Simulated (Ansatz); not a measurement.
**Deforming Ga**

```
CELL_PARAMETERS angstrom
-1.40400 1.40400 2.22900
1.40400 -1.40400 2.22900
1.40400 1.40400 -2.22900
ATOMIC_POSITIONS crystal
Ga 0.00000 0.00000 0.00000
```

Conventional cell: a = 2.808 Å, b = 2.808 Å, c = 4.458 Å, α = 90.00°, β = 90.00°, γ = 90.00°. Ga (atom 1) is surrounded by 12 Ga at 2.81 to 2.99 Å.

The cell is COD entry 9012723, as deposited and not checked against the literature; nothing was relaxed.

All numbers below come from DFT, PBEsol, all-electron LAPW, scalar-relativistic in Ansatz 0.2.0.

Settings: a Γ-centred 16×16×16 k mesh, Fermi–Dirac smearing of 0.03 eV, basis error target 1 meV/atom, no spin polarisation.

The unchanged cell is at 0.64 GPa.

In a metal, stresses and small energies carry noise from the k mesh.

x, y and z are the Cartesian axes of the cell as listed; fractional coordinates follow a strain, and an engineering shear is twice the off-diagonal strain component.

(1) With this change (equal xy, yz and zx engineering shear strains of -2 %), what becomes of the energy and stress?

With equal xy, yz and zx engineering shear strains of -1 %: energy change under 1 meV/atom; stress change (xx, yy, zz, yz, xz, xy) -0.02, -0.02, -0.04, 0.40, 0.40, 0.43 GPa, compression positive.

(2) With this change (equal xy, yz and zx engineering shear strains of +1 %), what becomes of the energy and stress?

(3) With this change (equal xy, yz and zx engineering shear strains of +2 %), what becomes of the energy and stress?

Results:

(1) Energy change +2 meV/atom; stress change (xx, yy, zz, yz, xz, xy) -0.21, -0.21, 0.40, 0.29, 0.29, 0.81 GPa, compression positive.

(2) Energy change under 1 meV/atom; stress change (xx, yy, zz, yz, xz, xy) -0.03, -0.03, 0.03, -0.36, -0.36, -0.44 GPa, compression positive.

(3) Energy change +2 meV/atom; stress change (xx, yy, zz, yz, xz, xy) -0.18, -0.18, 0.37, -0.40, -0.40, -0.70 GPa, compression positive.
